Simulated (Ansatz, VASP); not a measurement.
# One calculation of TiO2, two programs

INCAR

```
SYSTEM = TiO2
ALGO     = Normal         ! electronic algorithm
EDIFF    = 1E-6           ! SCF threshold, eV
ENCUT    = 520            ! plane-wave cutoff, eV
GGA      = PE             ! functional
ISIF     = 2              ! what is computed and relaxed
ISMEAR   = 0              ! smearing method
LASPH    = .TRUE.         ! aspherical terms in the spheres
LCHARG   = .TRUE.         ! write CHGCAR
LELF     = .TRUE.         ! ELF
LREAL    = .FALSE.        ! projectors in reciprocal space
LVHAR    = .TRUE.       
LWAVE    = .FALSE.        ! write WAVECAR
NBANDS   = 33             ! bands
NELM     = 80             ! most SCF steps
PREC     = Accurate       ! precision mode
SIGMA    = 0.05           ! smearing width, eV
```

KPOINTS

```
k-points
0
G
  6 6 10
  0 0 0
```

The input POSCAR:

```
TiO2
1.0
    4.3184000000      0.0000000000      0.0000000000
    0.0000000000      4.3184000000      0.0000000000
    0.0000000000      0.0000000000      3.2010000000
Ti O
2 4
Direct
    0.0000000000      0.0000000000      0.0000000000
    0.5000000000      0.5000000000      0.5000000000
    0.3050970583      0.3050970583      0.0000000000
    0.1949029417      0.8050970583      0.5000000000
    0.6949029417      0.6949029417      0.0000000000
    0.8050970583      0.1949029417      0.5000000000
```

Input for Ansatz:

```yaml
crystal:
  lattice:
    - [4.3184, 0.0, 0.0]
    - [0.0, 4.3184, 0.0]
    - [0.0, 0.0, 3.201]
  atoms:
    - { symbol: Ti, position: [0.0, 0.0, 0.0] }
    - { symbol: Ti, position: [0.5, 0.5, 0.5] }
    - { symbol: O, position: [0.3050970583, 0.3050970583, 0.0] }
    - { symbol: O, position: [0.1949029417, 0.8050970583, 0.5] }
    - { symbol: O, position: [0.6949029417, 0.6949029417, 0.0] }
    - { symbol: O, position: [0.8050970583, 0.1949029417, 0.5] }
basis:
  ecutwfc: 520.0
kpoints:
  mp_grid: { grid: [6, 6, 10] }
hamiltonian:
  xc: pbe
  pseudopotentials: { kind: paw, azcp: { folder: soft_1 } }
scf:
  occupations: { method: gaussian, width: 0.05 }
output:
  forces: true
  stress: true
  eigenvalues: true
```

Alike in both runs: task single point; functional PBE; k mesh 6 × 6 × 10; occupations gaussian, width 0.05 eV; no spin polarisation.

```csv
,VASP,Ansatz
version,VASP 6.6.1,Ansatz 0.2.0
potentials or method,"VASP PAW PBE potentials, release 64 (Ti_sv, O)","scalar-relativistic, plane waves, PAW"
plane-wave cutoff (eV),520,520
valence electrons in the cell,48,48
```

```csv
,VASP,Ansatz,Ansatz less VASP
gap on the k mesh at the Fermi level (eV),2.07,2.11,+0.037
least direct gap on the mesh (eV),2.07,2.11,+0.037
pressure (GPa),14.5,13.8,-0.70
largest component of the traceless stress (GPa),21.83,21.84,+0.013
rms of the force components (eV/Å),0.070,0.059,-0.0109
```

Atom by atom the forces differ by 0.011 eV/Å (rms over components).

A k mesh can miss the band edges. PBE gaps usually lie below the measured ones, often by a third to a half.
